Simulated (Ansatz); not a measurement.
## Sb under changes of volume

One of the cells (26.213 Å³/atom); the others are scaled copies at fixed shape and fractional positions:

```
CELL_PARAMETERS angstrom
-1.87134 1.87134 1.87134
1.87134 -1.87134 1.87134
1.87134 1.87134 -1.87134
ATOMIC_POSITIONS crystal
Sb 0.00000 0.00000 0.00000
```

This isn't the form of Sb at room conditions, which is rhombohedral.

```yaml
Program: Ansatz 0.2.0
Functional: LDA
Potentials_or_basis: Ansatz PAW
Cutoff: "420 eV (not typed: the program's choice for these potentials)"
k_mesh: 10 × 10 × 10
Occupations: fermi-dirac, width 0.05 eV
Spin: no spin polarisation
```

| volume (Å³/atom) | energy over the lowest point (meV/atom) | pressure (GPa) |
| --- | --- | --- |
| 24.640 | 11.16 | 3.3 |
| 25.165 | 2.94 | 1.7 |
| 25.689 | 0.00 | 0.1 |
| 26.213 | 1.79 | -1.2 |
| 26.737 | ? | ? |
| 27.262 | 17.79 | -3.6 |
| 27.786 | 31.17 | -4.6 |

Task: What does the run at 26.737 Å³/atom give?

Result: Energy over the lowest point 7.87 meV/atom; pressure -2.5 GPa.

Worked out: A Birch-Murnaghan fit of order 3 (a polynomial in V^(-2/3)) to the other rows has its minimum at 25.74 Å³/atom with B0 = V·E''(V) = 70 GPa and B' = 4.1. It gives 7.86 meV/atom at 26.737 Å³/atom, against the run's 7.87, and -dE/dV = -2.5 GPa, against -2.5.

Energies are extrapolated to zero smearing.

Caveats: the PAW data sets come from PBE, with cores solved anew for the run's functional, which leaves a small shift of forces and pressure.
